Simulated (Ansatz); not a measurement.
# MnF2: the cost of one run

Program: Ansatz 0.2.0. Level of theory: DFT PBE, scalar-relativistic, plane waves, PAW. These are calculated values, not measurements.

2 further runs of the same task are left out: 2 set aside as unsound or not needed.

## (1) The system as given

It takes space group P4_2/mnm (No. 136, tetragonal). Conventional cell: a = 4.873 Å, b = 4.873 Å, c = 3.310 Å, α = 90.00°, β = 90.00°, γ = 90.00°. Mn (site symmetry mmm) is surrounded by 6 F at 2.10 to 2.13 Å. F (site symmetry m2m) has 3 Mn at 2.10 to 2.13 Å as nearest neighbours.

Structure file:

```
Mn F
1.0
     4.87306    0.00000    0.00000
     0.00000    4.87306    0.00000
     0.00000    0.00000    3.31043
Mn F
2 4
Direct
  0.50000 0.50000 0.50000
  0.00000 0.00000 0.00000
  0.69517 0.69517 0.00000
  0.80483 0.19517 0.50000
  0.30483 0.30483 0.00000
  0.19517 0.80483 0.50000
```

## (2) Relax cell and atoms

Contents of input.yaml:

```yaml
crystal:
  lattice:
    - [4.87305925, 0.0, 0.0]
    - [0.0, 4.87305925, 0.0]
    - [0.0, 0.0, 3.31042523]
  atoms:
    - { symbol: Mn, position: [0.5, 0.5, 0.5], spin: 4.6 }
    - { symbol: Mn, position: [0.0, 0.0, 0.0], spin: 4.6 }
    - { symbol: F, position: [0.69516878, 0.69516878, 0.0], spin: 0.11 }
    - { symbol: F, position: [0.80483122, 0.19516878, 0.5], spin: 0.11 }
    - { symbol: F, position: [0.30483122, 0.30483122, 0.0], spin: 0.11 }
    - { symbol: F, position: [0.19516878, 0.80483122, 0.5], spin: 0.11 }
basis:
  ecutwfc: 420
kpoints:
  mp_grid: { grid: [6, 6, 8] }
hamiltonian:
  xc: pbe
scf:
  occupations: { method: gaussian, width: 0.02 }
output:
  forces: true
  stress: true
  eigenvalues: true
  populations: true
  write_density: true
  write_potential: true
  elf: true
  volumetric_format: npy
magnetization:
  spin_polarized: true
relax:
  adjacent_minimum: "off"
  f_tol: 0.005
  max_steps: 80
  cell: { stress_tol: 0.05 }
```

Command:

```sh
$ ansatz run input.yaml --threads 1 --pin off --max-ram 2560MiB --backend cpu --events-out ev --progress --plain --runs-dir out
```

**Question.** How long does this run take on 1 thread of Intel Xeon Platinum 8259CL at 2.50GHz (Skylake/Cascade Lake), shared host, and how much memory does it need?

About 3.5 min, with a peak of 0.59 GiB.
